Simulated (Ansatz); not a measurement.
Runs of Ansatz 0.2.0 on CuAu. It takes space group P4/mmm (No. 123, tetragonal). The conventional cell has a = 2.811 Å, b = 2.811 Å, c = 3.685 Å, α = 90.00°, β = 90.00°, γ = 90.00°. Around Au (site symmetry 4/mmm) lie 8 Cu at 2.71 Å and 4 Au at 2.81 Å. Cu (site symmetry 4/mmm) has 8 Au at 2.71 Å and 4 Cu at 2.81 Å as nearest neighbours. 

```tsv
task	level	potentials or basis	cell	cutoff (eV)	smearing	basis error allowed	gap on the mesh (eV)	pressure (GPa)
single point	RPBE	all-electron LAPW, scalar-relativistic	as given	272	gaussian 0.05 eV	0.001 eV/atom	none	8.9
band structure	PBEsol	all-electron LAPW, inner shells corrected to Dirac's equation	as given	272	fermi-dirac 0.05 eV	0.001 eV/atom	-	-3.9
single point	PBE	all-electron LAPW, scalar-relativistic	as given	271	gaussian 0.02 eV	0.001 eV/atom	none	4.5
single point	PBEsol	all-electron LAPW, scalar-relativistic	strain_z = 0	271	fermi-dirac 0.05 eV	0.001 eV/atom	none	-4.0
band structure	PBEsol	all-electron LAPW, non-relativistic	as given	272	fermi-dirac 0.05 eV	0.001 eV/atom	-	(a)
band structure	PBEsol	all-electron LAPW, scalar-relativistic	as given	271	fermi-dirac 0.05 eV	0.001 eV/atom	-	-4.0
band structure	PBEsol	all-electron PAW datasets made for the crystal	as given	280	fermi-dirac 0.05 eV	-	-	-4.0
```

Alike in all rows: no spin polarisation; k mesh 9 × 9 × 7.

Question: Fill in the values left out.

Answer: (a) 14.7.

Caveats: spin-orbit coupling is left out, which moves the levels of the heavy elements (some runs); relativity is left out, which matters for the heavier elements (some runs).

A k mesh can miss the band edges, and the runs leave out spin-orbit coupling on Au.

A gap of «none» marks a metal or a gap under the smearing width.

The runs don't all hold the same shells in valence.
